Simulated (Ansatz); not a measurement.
# AlN: the cell at several levels of theory, part 2 of 2

The system is AlN built on the CsCl prototype, a generated structure that needn't be the ground state.

Ansatz 0.2.0, plane waves.

## 3. Relaxing with r2SCAN

Start: the result of step 2.

input.yaml reads:

```yaml
crystal:
  lattice:
    - [2.6128621451, 0.0, 0.0]
    - [0.0, 2.6128621451, 0.0]
    - [0.0, 0.0, 2.6128621451]
  atoms:
    - { symbol: Al, position: [0.0, 0.0, 0.0] }
    - { symbol: "N", position: [0.5, 0.5, 0.5] }
kpoints:
  mp_grid: { grid: [8, 8, 8] }
hamiltonian:
  xc: r2scan
scf:
  occupations: { method: fermi_dirac, width: 0.02 }
relax:
  f_tol: 0.005
  cell: {}
```

Output:

```text
Warning: RAYON_NUM_THREADS=2 ignored (pool sized by the plan → 2); use --threads N
Engine: ansatz 0.2.0, aarch64-unknown-linux-gnu
Pseudopotentials: kind: paw
Pseudopotential: Al, paw, valence charge 3, recommended cutoff 500 eV (meta_gga), Al.paw.azcp
Pseudopotential: N, paw, valence charge 5, recommended cutoff 500 eV (meta_gga), N.paw.azcp
Functional definition: r2SCAN
  parameter k0 = 0.174
  parameter k1 = 0.065
  parameter a1 = 4.9479
  exchange = r2scan_x(k0 = k0, k1 = k1, a1 = a1)
  correlation = r2scan_c
Crystal: 2 atoms, lattice volume = 17.838 Å³
Basis set: ecut = 500 eV, 461 PW (Γ), exchange–correlation on 80×80×80 points (64 copies of the dense FFT grid, shifted against one another)
Bands: 8, of which v1, the nominal top of the filled ones, is band 4 counted from 1 (3 counted from 0)
Symmetry: 48 space group operations
Space group: Pm-3m (ITA 221), of the structure as read, at distance tolerance 2.6e-5 Å
k-points: 35 of 512
Non-local potential: Al, projectors of the file, l = 0: 2, l = 1: 2, l = 2: 1
Non-local potential: N, projectors of the file, l = 0: 2, l = 1: 2, l = 2: 1
PAW form: soft (Blöchl's): semilocal exchange-correlation on the pseudo side does not see the compensation charge
PAW frozen core: Al, regenerated for the run's functional (the file was generated under x = pbe(κ = 0.804, μ = 0.2195149727645171), c = pbe(β = 0.06672455060314922))
PAW frozen core: N, regenerated for the run's functional (the file was generated under x = pbe(κ = 0.804, μ = 0.2195149727645171), c = pbe(β = 0.06672455060314922))
PAW one-centre angular grid: Al, 302 points (default); XC on 160 Gauss nodes
PAW one-centre angular grid: N, 302 points (default); XC on 160 Gauss nodes
Initial density: superposition of atomic densities (neutral atoms: chi_scale 0, normalization atom), corrected by the library's trained network
Initial wavefunctions: pseudopotential atomic-orbital guess
Functional: x = r2scan, c = r2scan; τ floored in thin density (d = 2e-4 eV/Å³)
SCF iter   1: F=—  HF=-924.557184 eV  |F-HF|=—  |Δ(HF+E_count)|=         —  Δρ=1.06e-2  dr2=2.66e-2  dr2_τ=9.42e-2  ethr=1.77e-3  ⟨swp⟩=4.8  Hψ=2019  notcnv=0
preconditioner: auto → none  [metal: Δε(μ)=0.027 eV  Ē_g=15.579 eV  σ=0.020 eV  W_gap=0.32  n_scr=0 (ndim 8)  ℏωp=24.9 eV  f_vac=0.000  D(μ)=1.05/eV (n_scr^D=6)]
SCF iter   2: F=—  HF=-924.655701 eV  |F-HF|=—  |Δ(HF+E_count)|=   9.85e-2  Δρ=6.61e-3  dr2=3.05e-3  dr2_τ=9.25e-4  ethr=3.33e-4  ⟨swp⟩=2.5  Hψ=863  notcnv=0
SCF iter   3: F=—  HF=-924.656160 eV  |F-HF|=—  |Δ(HF+E_count)|=   4.58e-4  Δρ=2.93e-3  dr2=1.37e-3  dr2_τ=1.15e-4  ethr=3.81e-5  ⟨swp⟩=2.8  Hψ=545  notcnv=0
SCF iter   4: F=—  HF=-924.656327 eV  |F-HF|=—  |Δ(HF+E_count)|=   1.68e-4  Δρ=1.90e-3  dr2=8.29e-4  dr2_τ=5.15e-5  ethr=1.71e-5  ⟨swp⟩=2.1  Hψ=545  notcnv=0
SCF iter   5: F=—  HF=-924.656164 eV  |F-HF|=—  |Δ(HF+E_count)|=   1.63e-4  Δρ=4.88e-4  dr2=5.27e-5  dr2_τ=6.44e-7  ethr=1.04e-5  ⟨swp⟩=2.0  Hψ=353  notcnv=0
SCF iter   6: F=—  HF=-924.656153 eV  |F-HF|=—  |Δ(HF+E_count)|=   1.07e-5  Δρ=3.24e-5  dr2=7.57e-8  dr2_τ=1.33e-7  ethr=1.25e-9  ⟨swp⟩=3.4  Hψ=1086  notcnv=0
SCF iter   7: F=—  HF=-924.656154 eV  |F-HF|=—  |Δ(HF+E_count)|=   4.07e-7  Δρ=5.15e-5  dr2=5.65e-7  dr2_τ=3.19e-8  ethr=9.47e-10  ⟨swp⟩=4.0  Hψ=816  notcnv=0  recentre
SCF iter   8: F=-924.656154 eV  HF=-924.656154 eV  |F-HF|=1.25e-8  |Δ(HF+E_count)|=   2.03e-8  Δρ=1.43e-5  dr2=4.15e-8  dr2_τ=2.25e-9  ethr=9.47e-10  ⟨swp⟩=2.0  Hψ=960  notcnv=0
SCF 1 converged in 8 iterations: F = -924.656154 eV  dr2 = 4.15e-8
relax step   1: F+E_penalty+E_count = -924.65615387 eV  Δ(F+E_penalty+E_count) = +0.000e0 eV  max|allowed force component| = 5.292e-30 eV/Å  Δτ_max = 0.0000 Å  P = -6.339 GPa  Ω = 17.838 Å³  (8 SCF iters, dr2 threshold 1.00e-7 eV, accepted)
Crystal: 2 atoms, lattice volume = 17.536 Å³
Initial density: handed on by an earlier stage of this run
Initial wavefunctions: those handed on with the density
iter 1 solved again at ethr=5.02e-5 eV; its pass at ethr=3.10e-3 eV (dr2=4.01e-3 eV) is discarded
SCF iter   1: F=—  HF=-924.664317 eV  |F-HF|=—  |Δ(HF+E_count)|=         —  Δρ=4.40e-3  dr2=3.97e-3  dr2_τ=1.75e-3  ethr=5.02e-5  ⟨swp⟩=1.0  Hψ=2165  notcnv=0
automatic band count: iteration 1 solves 7 bands in place of 8: the levels show a gap, and the empty bands left out lie too high to hold charge; the band table lists the bands solved (type scf.n_extra_bands for more)
preconditioner: auto → none  [metal: Δε(μ)=0.008 eV  Ē_g=13.769 eV  σ=0.020 eV  W_gap=0.10  n_scr=0 (ndim 8)  ℏωp=25.1 eV  f_vac=0.000  D(μ)=1.16/eV (n_scr^D=18)]
SCF iter   2: F=—  HF=-924.665457 eV  |F-HF|=—  |Δ(HF+E_count)|=   1.14e-3  Δρ=3.14e-3  dr2=1.59e-3  dr2_τ=4.04e-4  ethr=4.96e-5  ⟨swp⟩=5.8  Hψ=1807  notcnv=0
automatic band count: iteration 2 solves 8 bands in place of 7: the levels no longer show a gap clear of their residuals, so the SCF keeps every band
SCF iter   3: F=—  HF=-924.665106 eV  |F-HF|=—  |Δ(HF+E_count)|=   3.50e-4  Δρ=4.89e-4  dr2=4.00e-5  dr2_τ=1.88e-6  ethr=1.98e-5  ⟨swp⟩=1.9  Hψ=648  notcnv=0
SCF iter   4: F=—  HF=-924.665122 eV  |F-HF|=—  |Δ(HF+E_count)|=   1.53e-5  Δρ=4.24e-4  dr2=3.72e-5  dr2_τ=2.41e-6  ethr=5.00e-7  ⟨swp⟩=2.0  Hψ=422  notcnv=0
SCF iter   5: F=—  HF=-924.665117 eV  |F-HF|=—  |Δ(HF+E_count)|=   5.11e-6  Δρ=1.93e-4  dr2=7.76e-6  dr2_τ=1.02e-7  ethr=4.65e-7  ⟨swp⟩=1.0  Hψ=280  notcnv=0
SCF iter   6: F=—  HF=-924.665116 eV  |F-HF|=—  |Δ(HF+E_count)|=   1.09e-6  Δρ=4.97e-5  dr2=5.22e-7  dr2_τ=7.45e-9  ethr=9.70e-8  ⟨swp⟩=1.5  Hψ=323  notcnv=0
SCF iter   7: F=-924.665115 eV  HF=-924.665115 eV  |F-HF|=7.72e-9  |Δ(HF+E_count)|=   6.12e-8  Δρ=7.71e-6  dr2=1.27e-8  dr2_τ=2.24e-10  ethr=2.50e-9  ⟨swp⟩=4.0  Hψ=794  notcnv=0
SCF 2 converged in 7 iterations: F = -924.665115 eV  dr2 = 1.27e-8
relax step   2: F+E_penalty+E_count = -924.66511546 eV  Δ(F+E_penalty+E_count) = -8.962e-3 eV  max|allowed force component| = 2.498e-30 eV/Å  Δτ_max = 0.0000 Å  P = -3.010 GPa  Ω = 17.536 Å³  energy of the carried Pulay correction = +9.207e-5 eV  (7 SCF iters, dr2 threshold 2.00e-7 eV, accepted)
Crystal: 2 atoms, lattice volume = 17.271 Å³
iter 1 solved again at ethr=4.52e-5 eV; its pass at ethr=3.10e-3 eV (dr2=3.62e-3 eV) is discarded
SCF iter   1: F=—  HF=-924.667018 eV  |F-HF|=—  |Δ(HF+E_count)|=         —  Δρ=4.22e-3  dr2=3.58e-3  dr2_τ=1.48e-3  ethr=4.52e-5  ⟨swp⟩=1.0  Hψ=2165  notcnv=0
automatic band count: iteration 1 solves 7 bands in place of 8: the levels show a gap, and the empty bands left out lie too high to hold charge; the band table lists the bands solved (type scf.n_extra_bands for more)
preconditioner: auto → none  [metal: Δε(μ)=0.007 eV  Ē_g=13.920 eV  σ=0.020 eV  W_gap=0.08  n_scr=0 (ndim 8)  ℏωp=25.3 eV  f_vac=0.000  D(μ)=1.17/eV (n_scr^D=18)]
SCF iter   2: F=—  HF=-924.667966 eV  |F-HF|=—  |Δ(HF+E_count)|=   9.48e-4  Δρ=3.30e-3  dr2=1.78e-3  dr2_τ=4.13e-4  ethr=4.48e-5  ⟨swp⟩=5.7  Hψ=1814  notcnv=0
automatic band count: iteration 2 solves 8 bands in place of 7: the levels no longer show a gap clear of their residuals, so the SCF keeps every band
SCF iter   3: F=—  HF=-924.667595 eV  |F-HF|=—  |Δ(HF+E_count)|=   3.72e-4  Δρ=5.14e-4  dr2=5.01e-5  dr2_τ=2.54e-6  ethr=2.22e-5  ⟨swp⟩=1.9  Hψ=652  notcnv=0
SCF iter   4: F=—  HF=-924.667609 eV  |F-HF|=—  |Δ(HF+E_count)|=   1.47e-5  Δρ=5.74e-4  dr2=6.63e-5  dr2_τ=4.56e-6  ethr=6.27e-7  ⟨swp⟩=2.0  Hψ=422  notcnv=0
SCF iter   5: F=—  HF=-924.667598 eV  |F-HF|=—  |Δ(HF+E_count)|=   1.08e-5  Δρ=1.46e-4  dr2=4.40e-6  dr2_τ=1.69e-7  ethr=6.27e-7  ⟨swp⟩=1.5  Hψ=329  notcnv=0
SCF iter   6: F=-924.667598 eV  HF=-924.667598 eV  |F-HF|=7.10e-8  |Δ(HF+E_count)|=   6.10e-7  Δρ=2.33e-5  dr2=1.14e-7  dr2_τ=4.17e-9  ethr=2.50e-9  ⟨swp⟩=2.9  Hψ=990  notcnv=0
SCF 3 converged in 6 iterations: F = -924.667598 eV  dr2 = 1.14e-7
relax step   3: F+E_penalty+E_count = -924.66759776 eV  Δ(F+E_penalty+E_count) = -2.482e-3 eV  max|allowed force component| = 2.465e-31 eV/Å  Δτ_max = 0.0000 Å  P = +0.148 GPa  Ω = 17.271 Å³  energy of the carried Pulay correction = +1.740e-4 eV  (6 SCF iters, dr2 threshold 2.00e-7 eV, accepted)
Crystal: 2 atoms, lattice volume = 17.283 Å³
iter 1 solved again at ethr=1.16e-7 eV; its pass at ethr=3.10e-3 eV (dr2=9.29e-6 eV) is discarded
SCF iter   1: F=—  HF=-924.667598 eV  |F-HF|=—  |Δ(HF+E_count)|=         —  Δρ=2.12e-4  dr2=9.15e-6  dr2_τ=3.25e-6  ethr=1.16e-7  ⟨swp⟩=1.0  Hψ=2174  notcnv=0
preconditioner: auto → none  [metal: Δε(μ)=0.030 eV  Ē_g=15.827 eV  σ=0.020 eV  W_gap=0.36  n_scr=0 (ndim 8)  ℏωp=25.3 eV  f_vac=0.000  D(μ)=1.02/eV (n_scr^D=6)]
SCF iter   2: F=—  HF=-924.667600 eV  |F-HF|=—  |Δ(HF+E_count)|=   2.11e-6  Δρ=1.73e-4  dr2=4.93e-6  dr2_τ=1.10e-6  ethr=1.14e-7  ⟨swp⟩=2.3  Hψ=404  notcnv=0
SCF iter   3: F=—  HF=-924.667600 eV  |F-HF|=—  |Δ(HF+E_count)|=   9.17e-7  Δρ=3.30e-5  dr2=2.22e-7  dr2_τ=1.24e-8  ethr=6.16e-8  ⟨swp⟩=1.9  Hψ=367  notcnv=0
SCF iter   4: F=—  HF=-924.667600 eV  |F-HF|=—  |Δ(HF+E_count)|=   6.85e-8  Δρ=4.18e-5  dr2=3.54e-7  dr2_τ=2.59e-8  ethr=6.89e-10  ⟨swp⟩=4.1  Hψ=845  notcnv=0
SCF iter   5: F=-924.667599 eV  HF=-924.667600 eV  |F-HF|=2.26e-8  |Δ(HF+E_count)|=   5.71e-8  Δρ=1.25e-5  dr2=3.26e-8  dr2_τ=1.18e-9  ethr=6.89e-10  ⟨swp⟩=2.7  Hψ=939  notcnv=0
SCF 4 converged in 5 iterations: F = -924.667599 eV  dr2 = 3.26e-8
relax step   4: F+E_penalty+E_count = -924.66759950 eV  Δ(F+E_penalty+E_count) = -1.738e-6 eV  max|allowed force component| = 6.574e-32 eV/Å  Δτ_max = 0.0000 Å  P = -0.002 GPa  Ω = 17.283 Å³  energy of the carried Pulay correction = +1.703e-4 eV  (5 SCF iters, dr2 threshold 5.51e-8 eV, accepted)
Initial wavefunctions: pseudopotential atomic-orbital guess (no wavefunctions were taken with the density)
iter 1 solved again at ethr=1.22e-8 eV; its pass at ethr=3.10e-3 eV (dr2=9.72e-7 eV) is discarded
SCF iter   1: F=—  HF=-924.667438 eV  |F-HF|=—  |Δ(HF+E_count)|=         —  Δρ=5.94e-5  dr2=8.81e-8  dr2_τ=1.74e-7  ethr=1.22e-8  ⟨swp⟩=3.0  Hψ=2912  notcnv=0
preconditioner: auto → none  [metal: Δε(μ)=0.028 eV  Ē_g=15.828 eV  σ=0.020 eV  W_gap=0.34  n_scr=0 (ndim 8)  ℏωp=25.3 eV  f_vac=0.000  D(μ)=1.04/eV (n_scr^D=6)]
SCF iter   2: F=—  HF=-924.667438 eV  |F-HF|=—  |Δ(HF+E_count)|=   1.50e-7  Δρ=3.21e-5  dr2=4.00e-8  dr2_τ=3.08e-8  ethr=1.10e-9  ⟨swp⟩=2.1  Hψ=415  notcnv=0
SCF iter   3: F=—  HF=-924.667438 eV  |F-HF|=—  |Δ(HF+E_count)|=   2.66e-8  Δρ=1.87e-5  dr2=1.64e-8  dr2_τ=4.50e-9  ethr=5.00e-10  ⟨swp⟩=2.1  Hψ=366  notcnv=0
SCF iter   4: F=—  HF=-924.667438 eV  |F-HF|=—  |Δ(HF+E_count)|=   1.60e-8  Δρ=2.11e-6  dr2=1.67e-10  dr2_τ=1.03e-10  ethr=2.05e-10  ⟨swp⟩=2.3  Hψ=422  notcnv=0
SCF iter   5: F=—  HF=-924.667438 eV  |F-HF|=—  |Δ(HF+E_count)|=  3.32e-10  Δρ=6.17e-7  dr2=7.90e-11  dr2_τ=5.17e-12  ethr=2.08e-12  ⟨swp⟩=2.1  Hψ=401  notcnv=0
SCF iter   6: F=-924.667438 eV  HF=-924.667438 eV  |F-HF|=2.27e-12  |Δ(HF+E_count)|=  1.25e-12  Δρ=1.40e-7  dr2=4.09e-12  dr2_τ=8.33e-14  ethr=1.00e-12  ⟨swp⟩=3.2  Hψ=1062  notcnv=0
SCF 5 converged in 6 iterations: F = -924.667438 eV  dr2 = 4.09e-12
relax step   5: F+E_penalty+E_count = -924.66743786 eV  Δ(F+E_penalty+E_count) = +1.616e-4 eV  max|allowed force component| = 1.068e-31 eV/Å  Δτ_max = 0.0000 Å  P = +0.002 GPa  Ω = 17.283 Å³  stress off target by 1.53e-3 GPa  SCF on the basis re-selected at this cell (its energy is not comparable with the rows above)  (6 SCF iters)
basis re-selected at this cell: Δ(F+E_penalty+E_count) = +1.616e-4 eV, ΔP = +0.004 GPa vs the last step (what re-selecting the basis moved, of the pressure what is left beyond the Pulay correction that the steps carried, after the strain that the cell walked since its last selection, with what the two solves' SCF thresholds leave and, on support functions, any second-order correction that the steps lacked; it is no measure of the basis error at this ecutwfc). This SCF's stress stands 1.53e-3 GPa from its target on what of the cell is left free (relax.cell.stress_tol is 5.00e-2 GPa) and its largest allowed force component is 1.07e-31 eV/Å (relax.f_tol is 5.00e-3 eV/Å): within both
SCF converged after 6 iterations
Free energy (F): -924.667438 eV
Harris-Foulkes:  -924.667438 eV  (|F-HF|=2.27e-12)
Internal energy: -924.666242 eV  (E = F + TS)
E sigma→0 (E₀):  -924.666840 eV
Entropy (-TS):   -0.001196 eV (-0.598 meV/atom)
Fermi energy:    12.503565 eV
--- Per-component energies (eV) ---
  E_band       = 38.310043
  E_kinetic    = 159.572494
  E_local      = -164.686941  (includes V_loc(G=0)·N_el)
  E_nonlocal   = 53.536422
  E_hartree    = 62.410826
  E_xc         = -98.559262
  E_vxc        = -119.491015  (∫ρ·V_xc dr)
  E_paw        = -601.216492  (= ΣΔE_a)
  E_vpaw       = -22.137750  (= ΣTr[D̂ρ^β])
  E_aug_tail   = 0.000025  (compensation charges beyond the density's cutoff)
  E_vtau       = 6.695186  (kinetic-family band-sum trace: ∫τ·v_τ [+ j·A + Jᵃ·Aᵃ] dr)
  E_ewald      = -335.633641
  E_core_change = -0.089673  (= ΣΔE_core)
  E_smearing   = -0.001196  (= −TS)
  E_closure    = -0.000000  (closes the sum)
  Σ components = -924.667438   (vs F -924.667438, Δ=0.00e0)
--- Forces (eV/Å), atoms counted from 1 ---
  atom   1  Al     0.00000000     0.00000000     0.00000000
  atom   2  N     -0.00000000     0.00000000     0.00000000
  max |Σ_I F_I| component: 4.93e-32 eV/Å
--- Stress (GPa, compression-positive) ---
        0.001528      -0.000000       0.000000
       -0.000000       0.001528      -0.000000
        0.000000      -0.000000       0.001528
  P = ⅓ Tr σ = 0.0015 GPa (0.015 kbar)
--- Relaxed structure (4 steps of the walk, 4 accepted, 1 SCFs on fresh bases) ---
  F+E_penalty+E_count = -924.66743786 eV   max|allowed force component| = 1.068e-31 eV/Å   (the final SCF, on the basis selected at the relaxed cell)
  cell:  # Å, volume = 17.2828 Å³
    - [2.585459625920706, 9.729958573206346e-35, -9.429032019395842e-35]
    - [1.0030885127016871e-36, 2.585459625920706, 0.0]
    - [-2.226856498197741e-34, 0.0, 2.585459625920706]
  atoms:
    - { symbol: Al, position: [-3.07123286877671e-36, -1.244372663768463e-105, 3.83904108597086e-37] }
    - { symbol: N, position: [0.5, 0.5, 0.5] }
```

It took 5.5 s on 2 threads of an Arm CPU, shared host; peak memory 0.29 GiB.

Step by step:

```csv
step,energy change (meV/atom),largest force (eV/Å),pressure (GPa),volume (Å³/atom)
1,0.0,0.0000,-6.34,8.919
2,-4.5,0.0000,-3.01,8.768
3,-5.7,0.0000,0.15,8.635
4,-5.7,0.0000,0.00,8.641
5,-5.6,0.0000,0.00,8.641
```

Step 5 solves the same cell on a plane-wave basis chosen anew, so the energy can jump there without a move.

The table lists every geometry solved, with passes on a fresh basis, whose energies don't compare exactly with the rows above.

|  | before | after | change |
| --- | --- | --- | --- |
| a (Å) | 2.613 | 2.585 | -1.05 % |
| volume (Å³/atom) | 8.919 | 8.641 | -3.11 % |
| shortest distance (Å) | 2.263 | 2.239 | -1.05 % |
| space group | Pm-3m | Pm-3m | same |

## 4. Results

What follows sums up all 2 parts.

```
 level  a (Å)  volume (Å³/atom)  space group  SCF geometries
   PBE  2.613             8.919        Pm-3m              11
r2SCAN  2.585             8.641        Pm-3m               5
```

What this shows: The first relaxation changed the volume by +39.7 % from the start. The volume runs from r2SCAN (least) to PBE (most), a spread of 3.2 %, or 1.1 % in length if all axes shared it alike. The meshes differ: PBE 10×10×10, r2SCAN 8×8×8.
